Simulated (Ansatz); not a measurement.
Runs of Ansatz 0.2.0 on TaN. Symmetry: P-6m2, No. 187, hexagonal system. The conventional cell has a = 2.938 Å, b = 2.938 Å, c = 2.883 Å, α = 90.00°, β = 90.00°, γ = 120.00°. Ta (site symmetry -6m2) is surrounded by 6 N at 2.23 Å. N (site symmetry -6m2) has 6 Ta at 2.23 Å as nearest neighbours. 

```tsv
task	level	U	cell	cutoff (eV)	smearing	basis error allowed	gap on the mesh (eV)	pressure (GPa)	V0 of scaled cells (Å³/atom)	B0 (GPa)
band structure	LDA	-	as given	350	fermi-dirac 0.05 eV	0.001 eV/atom	-	(b)	-	-
equation of state	PBEsol	-	as given	-	fermi-dirac 0.05 eV	0.001 eV/atom	-	-	10.63	360
density of states	PBEsol+U	Ta d U = 2 eV	as given	350	fermi-dirac 0.05 eV	0.001 eV/atom	none	-3.1	-	-
equation of state	LDA	-	as given	-	fermi-dirac 0.05 eV	0.001 eV/atom	-	-	10.43	379
equation of state	PBEsol	-	as given	-	fermi-dirac 0.05 eV	0.0005 eV/atom	-	-	10.63	360
density of states	PBEsol+U	Ta d U = 4 eV	as given	350	fermi-dirac 0.05 eV	0.001 eV/atom	none	-1.1	-	-
single point	PBEsol	-	as given	350	fermi-dirac 0.05 eV	0.001 eV/atom	none	(a)	-	-
relaxation of cell and atoms	BLYP+D4	-	relaxed	-	gaussian 0.1 eV	0.001 eV/atom	-	0.0	-	-
```

Alike in all rows: potentials or basis all-electron LAPW, scalar-relativistic; no spin polarisation; k mesh 10 × 10 × 9.

Q: Estimate the missing entries.

A: (a) -4.8; (b) -11.5.

Caveats: the cell was scaled at fixed shape and fractional positions, which overstates the stiffness of a crystal with free parameters, most of all of layers and chains (some runs); U is the effective U less J, on atomic orbitals that reach past the spheres (some runs); U without spin polarisation on a metal has little footing (some runs).

A k mesh can miss the band edges, and the runs leave out spin-orbit coupling on Ta.

A gap of «none» marks a metal or a gap under the smearing width.

Not every run made on this cell is shown here.
